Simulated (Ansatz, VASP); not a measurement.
**MnS: VASP beside Ansatz**

```
CELL_PARAMETERS angstrom
0.00000 2.65558 2.65558
2.65558 0.00000 2.65558
2.65558 2.65558 0.00000
ATOMIC_POSITIONS crystal
Mn 0.00000 0.00000 0.00000
S 0.50000 0.50000 0.50000
```

Alike in both runs: task single point; functional revPBE; k mesh 9 × 9 × 9; occupations tetrahedron; collinear spin; Hubbard terms Mn d U = 4.0 eV.

|  | VASP | Ansatz |
| --- | --- | --- |
| version | VASP 6.6.1 | Ansatz 0.2.0 |
| potentials or method | VASP PAW PBE potentials, release 64 (Mn_pv, S) | JTH PAW |
| plane-wave cutoff (eV) | 520 | 1290 |
| valence electrons in the cell | 19 | 21 |

|  | VASP | Ansatz | Ansatz less VASP |
| --- | --- | --- | --- |
| gap on the k mesh at the Fermi level (eV) | 1.10 | 0.87 | -0.231 |
| least direct gap on the mesh (eV) | 2.88 | 2.06 | -0.821 |
| pressure (GPa) | 1.3 | 3.7 | +2.38 |
| net moment per atom (μB) | 2.50 | 2.50 | 0.000 |
| size of the moment on the site where the two differ most (μB) | 4.62 | 4.54 | -0.074 |

Site moments also hang on the region over which each program counts them. The programs project onto different local orbitals, so the same U acts differently. The two sets of potentials don't hold the same shells in valence.

Caveats: a cell with one magnetic atom can't hold antiferromagnetic order, which such compounds often take; the PAW data sets were made with another functional, which shifts forces and pressure a little (VASP); an odd mesh through Γ misses points on the zone boundary, where band edges often lie (VASP); the magnetic or orbital state may not be the lowest (Ansatz); odd divisions of the mesh miss points on the zone boundary, where band edges often lie, so the gap on the mesh can be too wide (Ansatz); with tetrahedron occupations forces and stress needn't match the slope of the energy (Ansatz). The state reached can hang on the start; a lower one may exist.
